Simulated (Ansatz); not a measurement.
# Gap against strain: armchair graphene nanoribbon (N = 14, H edges)

**Method.** Ansatz 0.2.0, plane waves with PAW datasets, PBE, Fermi-Dirac smearing of 0.05 eV, no spin-orbit coupling. The period is scaled from its relaxed value of 4.286 Å and the atoms relax, within the symmetry of the start, at each strain ε (in %); gaps, in eV, are read on a band path.

```
period (Å)  energy (eV a cell)  place of the conduction minimum (Γ = 0, Z = 1)   ε     gap
     4.114              +1.264                                            0.00  −4  0.6242
     4.200              +0.305                                            0.00  −2  0.3853
     4.286               0.000                                            0.00   0  0.1403
     4.457              +1.092                                            0.00   4    0.37
     4.543              +2.382                                            0.00   6  0.5908
```

One run is withheld: period (Å) = 4.371, with ε = 2. Fit a straight line gap = a + b × ε to the 5 rows shown and predict it.

**Fit.** The means are 0.8 for ε and 0.4221 for gap. The sum of products of deviations is 0.06926 and the sum of squares in ε is 68.8, so b = 0.06926 / 68.8 = 0.001007 and a = 0.4221 − (0.001007) × 0.8 = 0.4213. The residuals' standard deviation, with 3 degrees of freedom, is σ = 0.23.

**Prediction.** gap = 0.4213 + (0.001007) × 2 = 0.4233. The run gave 0.1313, so the prediction less the run is +0.29. The standard error of a prediction there, σ√(1 + 1/5 + (2 − 0.8)²/68.8), is 0.25, and the miss is 1.2 times that, for a point between the fitted rows. With so few rows σ is itself uncertain. The slope is only 0.0 times its own standard error, so the line says little more than the mean does.

The gap does not move one way: it turns somewhere between ε = 0 and 4 %, and the true extreme can lie between the rows, beyond the values shown.

Caveats: Kohn-Sham gaps of a wire among periodic images, which in a check on one flat ribbon (7 Å apart) lowered the gap by 0.2 eV and flattened the slope; the slope b × 100 is a mean deformation potential of the gap, in eV per unit strain. Between neighbouring runs it lies between −12.2 and 11.9 eV, so a bend, a kink or scatter between runs makes one line a rough account. The unstrained row comes from a denser mesh than the others, which shifts its energy a little. Series of this kind are told only where this holds: a gap at every strain (compound wires with polar facets were set aside first). 88 of 101 did.

[Logs are printed without paths, hosts, clocks, repeated set-up lines and the standing remarks that a program may print on its own settings, such as how far it seeks lower states.]
